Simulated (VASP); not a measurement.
# SnTe: equation of state with PBEsol

SnTe:

```xyz
2
Lattice="0.0000 3.6111 3.6111 3.6111 0.0000 3.6111 3.6111 3.6111 0.0000" Properties=species:S:1:pos:R:3 pbc="T T T"
Te    1.8056    1.8056    1.8056
Sn    0.0000    0.0000    0.0000
```

Measurements of this composition are mostly on another form, of space group No. 225.

| Property | Result |
| --- | --- |
| Program | VASP 6.6.1 |
| Task | equation of state |
| Functional | PBEsol |
| Potentials or basis | VASP PAW PBE potentials, release 64 (Te, Sn_d) |
| Cutoff | 520 eV |
| k mesh | 7 × 7 × 7 |
| Occupations | fermi-dirac, width 0.05 eV |
| Spin | no spin polarisation |
| Ladder | free |
| Further INCAR settings | ALGO = Normal; EDIFF = 1e-07; NBANDS = 17 |

```json
{"Equilibrium volume": "44.48 Å³/atom", "Bulk modulus": "27 GPa", "Pressure derivative of the bulk modulus": "3.7"}
```

Energy against volume, from the lowest point:
```
volume (Å³/atom)  energy (meV/atom)
          44.265               0.00
          45.207               0.87
          46.149               4.80
          47.091              11.51
          48.033              20.74
          48.974              32.25
          49.916              45.82
```

All runs of the series together: 3.8 min on 1 thread of Intel(R) Xeon(R) Platinum 8259CL CPU @ 2.50GHz (Skylake/Cascade Lake) (shared host).

Caveat: the PAW data sets were made with another functional, which shifts forces and pressure a little. Spin-orbit coupling is left out, which matters for the levels of Te.
